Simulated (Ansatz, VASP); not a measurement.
One calculation of Br, two programs

Contents of INCAR:

```
ALGO = Normal
EDIFF = 1E-6
ENCUT = 520
ISIF = 2
ISMEAR = -1
LASPH = True
LCHARG = False
LREAL = False
LWAVE = False
NBANDS = 10
NELM = 80
PREC = Accurate
SIGMA = 0.1
```

The input KPOINTS:

```
k-points
0
Gamma
  14 14 14
```

The input POSCAR:

```
Br
1.0
    0.0000000000      1.7024101122      1.7024101122
    1.7024101122      0.0000000000      1.7024101122
    1.7024101122      1.7024101122      0.0000000000
Br
1
Direct
    0.0000000000      0.0000000000      0.0000000000
```

Input for Ansatz:

```yaml
crystal:
  lattice:
    - [0.0, 1.7024101122, 1.7024101122]
    - [1.7024101122, 0.0, 1.7024101122]
    - [1.7024101122, 1.7024101122, 0.0]
  atoms:
    - { symbol: Br, position: [0.0, 0.0, 0.0] }
kpoints:
  mp_grid: { grid: [14, 14, 14] }
  band_path:
    path:
      - [0.0, 0.0, 0.0]
      - [0.5, 0.0, 0.5]
      - [0.625, 0.25, 0.625]
      - [0.375, 0.375, 0.75]
      - [0.0, 0.0, 0.0]
      - [0.5, 0.5, 0.5]
      - [0.5, 0.25, 0.75]
      - [0.5, 0.0, 0.5]
    npoints: 8
scf:
  occupations: { method: fermi_dirac, width: 0.1 }
hamiltonian:
  xc: lda
  pseudopotentials: { kind: paw }
output:
  forces: true
  stress: true
  eigenvalues: true
  populations: true
  dos: { projected: true, de: 0.2, e_range: [-14, 8] }
  write_density: true
  write_potential: true
  elf: true
  volumetric_format: npy
```

Change from the starting cell: volume scaled by 0.43, PAW files.

Alike in both runs: task single point; functional LDA; k mesh 14 × 14 × 14; occupations fermi-dirac, width 0.1 eV; no spin polarisation.

|  | VASP | Ansatz |
| --- | --- | --- |
| version | VASP 6.6.1 | Ansatz 0.2.0 |
| potentials or method | VASP PAW LDA potentials, release 64 (Br) | PAW with Ansatz's default frozen-core files, scalar-relativistic |
| plane-wave cutoff (eV) | 520 | 420 |
| valence electrons in the cell | 7 | 7 |

VASP gave:

```
pressure (GPa) : 289.5
```

**Question.** What did Ansatz give for the same quantities?

**Answer.** Pressure (GPa): 287.3.

Caveats: the cell as given lies far from equilibrium; so large a pressure means that the cell lies far from this level's equilibrium, or that cutoff or potentials fall short (VASP); an odd number of electrons without spin polarisation forces a metal; a magnetic or distorted state may lie lower.
